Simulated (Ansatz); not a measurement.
# Carbon, fcc under PBEsol: ground state and equation of state, part 2 of 2

Aim: take carbon in the fcc structure, relax it, solve it on a dense k-mesh, then scale the cell to 7 volumes from 88 to 112 % of the relaxed one and try a fit of the equation of state. Spin polarisation is left out. The k-meshes are 18×18×18 for the relaxation; 29×29×29 for the dense run; 20×20×20 for the volumes.

Ansatz 0.2.0; DFT, PBEsol, plane waves (420 eV) with PAW, scalar-relativistic. Earlier steps stand in the parts before.

**6. Volume × 0.96**

input.yaml

```yaml
crystal:
  lattice:
    - [0.0, 1.4975290709, 1.4975290709]
    - [1.4975290709, 0.0, 1.4975290709]
    - [1.4975290709, 1.4975290709, 0.0]
  atoms:
    - { symbol: C, position: [0.0, 0.0, 0.0] }
hamiltonian:
  xc: pbesol
  pseudopotentials:
    kind: paw
    azcp:
      C: "pseudopotentials/C.paw.azcp"
basis:
  ecutwfc: 420
  fft_grid_basis: typed
kpoints:
  mp_grid: { grid: [20, 20, 20], shift: [0, 0, 0] }
magnetization:
  spin_polarized: false
scf:
  occupations: { method: fermi_dirac, width: 0.1 }
  lower_state_search: "off"
output:
  stress: true
  write_density: true
  write_potential: true
  elf: true
  volumetric_format: npy
```

Output (excerpt; [...] marks lines left out):

```text
Warning: <dir> the record states the generating functional pbe (its physics header spells it `PBE`), which answers neither for hamiltonian.xc's functional nor for the pbesol family's — results may be inconsistent (PPs are generated against a specific XC)
Warning: RAYON_NUM_THREADS=2 ignored (pool sized by the plan → 2); use --threads N
[...]
Pseudopotentials: kind: paw
Pseudopotential: C, paw, valence charge 4, recommended cutoff 420 eV (normal), <dir>
Functional definition: PBEsol
[...]
Crystal: 1 atoms, lattice volume = 6.717 Å³
Basis set: ecut = 420 eV, 137 PW (Γ)
Bands: 6, of which v1, the nominal top of the filled ones, is band 2 counted from 1 (1 counted from 0)
Symmetry: 48 space group operations
Space group: Fm-3m (ITA 225), of the structure as read, at distance tolerance 1.9e-5 Å
k-points: 256 of 8000
[...]
SCF iter   1: F=—  HF=-242.221147 eV  |F-HF|=—  |Δ(HF+E_count)|=         —  Δρ=6.43e-3  dr2=1.52e-3  ethr=1.77e-3  ⟨swp⟩=4.8  Hψ=11847  notcnv=0
[...]
SCF iter   6: F=-242.220364 eV  HF=-242.220364 eV  |F-HF|=4.12e-11  |Δ(HF+E_count)|=   2.60e-9  Δρ=1.40e-6  dr2=8.16e-11  ethr=1.77e-10  ⟨swp⟩=3.4  Hψ=5810  notcnv=0
[...]
SCF converged after 6 iterations
Free energy (F): -242.220364 eV
[...]
E sigma→0 (E₀):  -242.213971 eV
Entropy (-TS):   -0.012785 eV (-12.785 meV/atom)
Fermi energy:    11.790865 eV
[...]
--- Stress (GPa, compression-positive) ---
        7.469019       0.000000       0.000000
       -0.000000       7.469019       0.000000
        0.000000       0.000000       7.469019
  P = ⅓ Tr σ = 7.4690 GPa (74.690 kbar)
--- Band table (eV; the first three rows and the last of 256) ---
  k-point 0: bands = ["-8.1349", "20.4889", "20.4889", "20.4889", "42.8114", "42.8114"]
[...]
```

Run time: 0.63 s. Hardware: 2 threads of an Arm CPU, shared host; peak memory 0.25 GiB.

Axes a, b and c in the maps are those of this run's conventional cell (a, b, c = 2.995, 2.995, 2.995 Å).

Density in a lattice plane of the grid's cell (edges 3.00 and 3.00 Å, at 0.000 of the third edge), which holds C.

Ten even steps from ' ' (0.19 e/Å³) to '@' (1.49 e/Å³):
```
@@@@@@@@##++--::..              ..::--++##@@@@@@
@@@@@@%%**==--::..              ..::--==**%%@@@@
%%%%##**++--::......          ......::--++**##%%
****++==--::::......................::::--==++**
------::::::..::::::----------::::::..::::::----
............::::--==++******++==--::::..........
      ......::--++**##%%%%%%##**++--::......    
        ..::--==**%%@@@@@@@@@@%%**==--::..      
        ..::--++##@@@@@@@@@@@@@@##++--::..      
        ..::--++##@@@@@@%%@@@@@@##++--::..      
        ..::--++##@@@@@@@@@@@@@@##++--::..      
        ..::--==**%%@@@@@@@@@@%%**==--::..      
      ......::--++**##%%%%%%##**++--::......    
............::::--==++******++==--::::..........
------::::::..::::::----------::::::..::::::----
****++==--::::......................::::--==++**
%%%%##**++--::......          ......::--++**##%%
@@@@@@%%**==--::..              ..::--==**%%@@@@
@@@@@@@@##++--::..              ..::--++##@@@@@@
%%@@@@@@##++--::..              ..::--++##@@@@@@
```
Columns run along the first of these edges and rows up along the second, over one cell in 24 and 20 even steps from the bottom left corner. Atoms in the plane (fractional): C at (0.00, 0.00), C at (0.50, 0.50).

ELF in the same plane.

Ten even steps from '0' (0.08) to '9' (0.76):
```
135899853100000135899853
567999753110001135799976
899998643222222234689998
999986544445555444568999
988754445788988754445788
554444568999999986544455
222234689999889998643222
001135799976567999753110
000135899853135899853100
000136999741014799963100
000135899853135899853100
001135799976567999753110
222234689998899998643222
555444568999999986544445
988754445788988754445788
999986544455554444568999
889998643222222234689999
567999753110001135799976
135899853100000135899853
014799963100000136999741
```
Columns run along the first of these edges and rows up along the second, over one cell in 24 and 20 even steps from the bottom left corner. Atoms in the plane (fractional): C at (0.00, 0.00), C at (0.50, 0.50).

Both are smooth fields of the valence electrons: close to the nuclei they are not physical.

Outside the cores ELF peaks at 0.78 in the shell around C, 0.6 Å from C.

**7. Volume × 1.0**

Edit input.yaml of step 6 so:

```diff
@@ -2,5 +2,5 @@
   lattice:
-    - [0.0, 1.4975290709, 1.4975290709]
-    - [1.4975290709, 0.0, 1.4975290709]
-    - [1.4975290709, 1.4975290709, 0.0]
+    - [0.0, 1.5180457172, 1.5180457172]
+    - [1.5180457172, 0.0, 1.5180457172]
+    - [1.5180457172, 1.5180457172, 0.0]
   atoms:
@@ -25,5 +25 @@
   stress: true
-  write_density: true
-  write_potential: true
-  elf: true
-  volumetric_format: npy
```

Output (excerpt; [...] marks lines left out):

```text
Warning: <dir> the record states the generating functional pbe (its physics header spells it `PBE`), which answers neither for hamiltonian.xc's functional nor for the pbesol family's — results may be inconsistent (PPs are generated against a specific XC)
Warning: RAYON_NUM_THREADS=2 ignored (pool sized by the plan → 2); use --threads N
[...]
Pseudopotentials: kind: paw
Pseudopotential: C, paw, valence charge 4, recommended cutoff 420 eV (normal), <dir>
Functional definition: PBEsol
[...]
Crystal: 1 atoms, lattice volume = 6.997 Å³
Basis set: ecut = 420 eV, 137 PW (Γ)
Bands: 6, of which v1, the nominal top of the filled ones, is band 2 counted from 1 (1 counted from 0)
Symmetry: 48 space group operations
Space group: Fm-3m (ITA 225), of the structure as read, at distance tolerance 1.9e-5 Å
k-points: 256 of 8000
[...]
SCF iter   1: F=—  HF=-242.227456 eV  |F-HF|=—  |Δ(HF+E_count)|=         —  Δρ=6.01e-3  dr2=1.42e-3  ethr=1.77e-3  ⟨swp⟩=4.8  Hψ=11808  notcnv=0
[...]
SCF iter   6: F=-242.226635 eV  HF=-242.226635 eV  |F-HF|=8.18e-11  |Δ(HF+E_count)|=   5.56e-9  Δρ=1.90e-6  dr2=1.59e-10  ethr=3.65e-10  ⟨swp⟩=1.0  Hψ=4258  notcnv=0
[...]
SCF converged after 6 iterations
Free energy (F): -242.226635 eV
[...]
E sigma→0 (E₀):  -242.220321 eV
Entropy (-TS):   -0.012628 eV (-12.628 meV/atom)
Fermi energy:    11.068150 eV
[...]
--- Stress (GPa, compression-positive) ---
       -0.077345       0.000000       0.000000
       -0.000000      -0.077345       0.000000
       -0.000000       0.000000      -0.077345
  P = ⅓ Tr σ = -0.0773 GPa (-0.773 kbar)
```

Run time: 0.47 s. Hardware: 2 threads of an Arm CPU, shared host; peak memory 0.24 GiB.

**8. Volume × 1.04**

Edit input.yaml of step 7 so:

```diff
@@ -2,5 +2,5 @@
   lattice:
-    - [0.0, 1.5180457172, 1.5180457172]
-    - [1.5180457172, 0.0, 1.5180457172]
-    - [1.5180457172, 1.5180457172, 0.0]
+    - [0.0, 1.5380222939, 1.5380222939]
+    - [1.5380222939, 0.0, 1.5380222939]
+    - [1.5380222939, 1.5380222939, 0.0]
   atoms:
@@ -25 +25,5 @@
   stress: true
+  write_density: true
+  write_potential: true
+  elf: true
+  volumetric_format: npy
```

Output (excerpt; [...] marks lines left out):

```text
Warning: <dir> the record states the generating functional pbe (its physics header spells it `PBE`), which answers neither for hamiltonian.xc's functional nor for the pbesol family's — results may be inconsistent (PPs are generated against a specific XC)
Warning: RAYON_NUM_THREADS=2 ignored (pool sized by the plan → 2); use --threads N
[...]
Pseudopotentials: kind: paw
Pseudopotential: C, paw, valence charge 4, recommended cutoff 420 eV (normal), <dir>
Functional definition: PBEsol
[...]
Crystal: 1 atoms, lattice volume = 7.276 Å³
Basis set: ecut = 420 eV, 137 PW (Γ)
Bands: 6, of which v1, the nominal top of the filled ones, is band 2 counted from 1 (1 counted from 0)
Symmetry: 48 space group operations
Space group: Fm-3m (ITA 225), of the structure as read, at distance tolerance 1.9e-5 Å
k-points: 256 of 8000
[...]
SCF iter   1: F=—  HF=-242.221676 eV  |F-HF|=—  |Δ(HF+E_count)|=         —  Δρ=5.68e-3  dr2=1.35e-3  ethr=1.77e-3  ⟨swp⟩=4.9  Hψ=11737  notcnv=0
[...]
SCF iter   6: F=-242.220822 eV  HF=-242.220822 eV  |F-HF|=2.15e-10  |Δ(HF+E_count)|=   1.52e-8  Δρ=2.94e-6  dr2=4.04e-10  ethr=9.42e-10  ⟨swp⟩=4.4  Hψ=6273  notcnv=0
[...]
SCF converged after 6 iterations
Free energy (F): -242.220822 eV
[...]
E sigma→0 (E₀):  -242.214502 eV
Entropy (-TS):   -0.012639 eV (-12.639 meV/atom)
Fermi energy:    10.410870 eV
[...]
--- Stress (GPa, compression-positive) ---
       -6.393609      -0.000000      -0.000000
        0.000000      -6.393609      -0.000000
       -0.000000      -0.000000      -6.393609
  P = ⅓ Tr σ = -6.3936 GPa (-63.936 kbar)
--- Band table (eV; the first three rows and the last of 256) ---
  k-point 0: bands = ["-8.3936", "18.4933", "18.4933", "18.4933", "40.3854", "40.3854"]
[...]
```

It took 0.65 s on 2 threads of an Arm CPU, shared host; peak memory 0.25 GiB.

**9. Volume × 1.08**

Edit input.yaml of step 8 so:

```diff
@@ -2,5 +2,5 @@
   lattice:
-    - [0.0, 1.5380222939, 1.5380222939]
-    - [1.5380222939, 0.0, 1.5380222939]
-    - [1.5380222939, 1.5380222939, 0.0]
+    - [0.0, 1.5574929975, 1.5574929975]
+    - [1.5574929975, 0.0, 1.5574929975]
+    - [1.5574929975, 1.5574929975, 0.0]
   atoms:
@@ -25,5 +25 @@
   stress: true
-  write_density: true
-  write_potential: true
-  elf: true
-  volumetric_format: npy
```

Output (excerpt; [...] marks lines left out):

```text
Warning: <dir> the record states the generating functional pbe (its physics header spells it `PBE`), which answers neither for hamiltonian.xc's functional nor for the pbesol family's — results may be inconsistent (PPs are generated against a specific XC)
Warning: RAYON_NUM_THREADS=2 ignored (pool sized by the plan → 2); use --threads N
[...]
Pseudopotentials: kind: paw
Pseudopotential: C, paw, valence charge 4, recommended cutoff 420 eV (normal), <dir>
Functional definition: PBEsol
[...]
Crystal: 1 atoms, lattice volume = 7.556 Å³
Basis set: ecut = 420 eV, 169 PW (Γ)
Bands: 6, of which v1, the nominal top of the filled ones, is band 2 counted from 1 (1 counted from 0)
Symmetry: 48 space group operations
Space group: Fm-3m (ITA 225), of the structure as read, at distance tolerance 2.0e-5 Å
k-points: 256 of 8000
[...]
SCF iter   1: F=—  HF=-242.205809 eV  |F-HF|=—  |Δ(HF+E_count)|=         —  Δρ=5.43e-3  dr2=1.32e-3  ethr=1.77e-3  ⟨swp⟩=4.9  Hψ=11721  notcnv=0
[...]
SCF iter   6: F=-242.204912 eV  HF=-242.204912 eV  |F-HF|=5.97e-10  |Δ(HF+E_count)|=   3.22e-8  Δρ=4.72e-6  dr2=1.10e-9  ethr=1.96e-9  ⟨swp⟩=2.0  Hψ=4669  notcnv=0
[...]
SCF converged after 6 iterations
Free energy (F): -242.204912 eV
[...]
E sigma→0 (E₀):  -242.198491 eV
Entropy (-TS):   -0.012842 eV (-12.842 meV/atom)
Fermi energy:    9.807715 eV
[...]
--- Stress (GPa, compression-positive) ---
      -11.673000       0.000000      -0.000000
        0.000000     -11.673000      -0.000000
        0.000000      -0.000000     -11.673000
  P = ⅓ Tr σ = -11.6730 GPa (-116.730 kbar)
```

Wall time 0.54 s (2 threads of an Arm CPU, shared host); peak memory 0.24 GiB.

**10. Volume × 1.12**

Edit input.yaml of step 9 so:

```diff
@@ -2,5 +2,5 @@
   lattice:
-    - [0.0, 1.5574929975, 1.5574929975]
-    - [1.5574929975, 0.0, 1.5574929975]
-    - [1.5574929975, 1.5574929975, 0.0]
+    - [0.0, 1.5764886866, 1.5764886866]
+    - [1.5764886866, 0.0, 1.5764886866]
+    - [1.5764886866, 1.5764886866, 0.0]
   atoms:
```

Output (excerpt; [...] marks lines left out):

```text
Warning: <dir> the record states the generating functional pbe (its physics header spells it `PBE`), which answers neither for hamiltonian.xc's functional nor for the pbesol family's — results may be inconsistent (PPs are generated against a specific XC)
Warning: RAYON_NUM_THREADS=2 ignored (pool sized by the plan → 2); use --threads N
[...]
Pseudopotentials: kind: paw
Pseudopotential: C, paw, valence charge 4, recommended cutoff 420 eV (normal), <dir>
Functional definition: PBEsol
[...]
Crystal: 1 atoms, lattice volume = 7.836 Å³
Basis set: ecut = 420 eV, 169 PW (Γ)
Bands: 6, of which v1, the nominal top of the filled ones, is band 2 counted from 1 (1 counted from 0)
Symmetry: 48 space group operations
Space group: Fm-3m (ITA 225), of the structure as read, at distance tolerance 2.0e-5 Å
k-points: 256 of 8000
[...]
SCF iter   1: F=—  HF=-242.181488 eV  |F-HF|=—  |Δ(HF+E_count)|=         —  Δρ=5.28e-3  dr2=1.34e-3  ethr=1.77e-3  ⟨swp⟩=5.0  Hψ=11691  notcnv=0
[...]
SCF iter   6: F=-242.180585 eV  HF=-242.180585 eV  |F-HF|=5.90e-10  |Δ(HF+E_count)|=   3.37e-8  Δρ=4.54e-6  dr2=1.08e-9  ethr=2.03e-9  ⟨swp⟩=2.0  Hψ=4673  notcnv=0
[...]
SCF converged after 6 iterations
Free energy (F): -242.180585 eV
[...]
E sigma→0 (E₀):  -242.173962 eV
Entropy (-TS):   -0.013247 eV (-13.247 meV/atom)
Fermi energy:    9.246599 eV
[...]
--- Stress (GPa, compression-positive) ---
      -16.042370      -0.000000       0.000000
       -0.000000     -16.042370      -0.000000
        0.000000       0.000000     -16.042370
  P = ⅓ Tr σ = -16.0424 GPa (-160.424 kbar)
```

Wall time 0.55 s (2 threads of an Arm CPU, shared host); peak memory 0.24 GiB.

**11. The equation of state**

The cell was scaled evenly, with its shape and the fractional positions fixed.

| V (Å³/atom) | E − E₀ (meV/atom) | P from the stress (GPa) | P from the fit (GPa) |
| --- | --- | --- | --- |
| 6.157 | 64.8 | 27.34 | 27.14 |
| 6.437 | 27.0 | 16.46 | 16.46 |
| 6.717 | 6.3 | 7.47 | 7.50 |
| 6.997 | 0.0 | -0.08 | -0.05 |
| 7.276 | 5.8 | -6.39 | -6.40 |
| 7.556 | 21.8 | -11.67 | -11.75 |
| 7.836 | 46.3 | -16.04 | -16.26 |

Fit (Birch-Murnaghan, third order): V₀ = 6.995 Å³/atom, B₀ = 173 GPa, B₀′ = 3.3, largest residual 0.03 meV/atom.

The fit is made to E(σ → 0), while the stress belongs to the free energy F; that is one source of the offset between the two pressures.

**12. Summary of results**

The summary covers parts 1 to 2.

| quantity | value |
| --- | --- |
| space group (spins left aside) | Fm-3m (No. 225) |
| conventional cell | a = 3.036 Å |
| volume | 6.997 Å³/atom |
| shortest distance | 2.147 Å |
| gap on the mesh | none (levels filled in part) |
| relative to graphite | +4471 meV/atom |
| V₀, B₀, B₀′ | 6.995 Å³/atom, 173 GPa, 3.3 |

What this shows: From the guessed start the volume grew by 5.8 % in 7 steps. Against the reference form of carbon (graphite, computed apart with the same settings) it stands 4471 meV/atom higher, so it is far from stable. No gap shows: it is a metal or semimetal at this level. B₀ comes out at 173 GPa. Relaxation kept the symmetry; phonons were not checked.
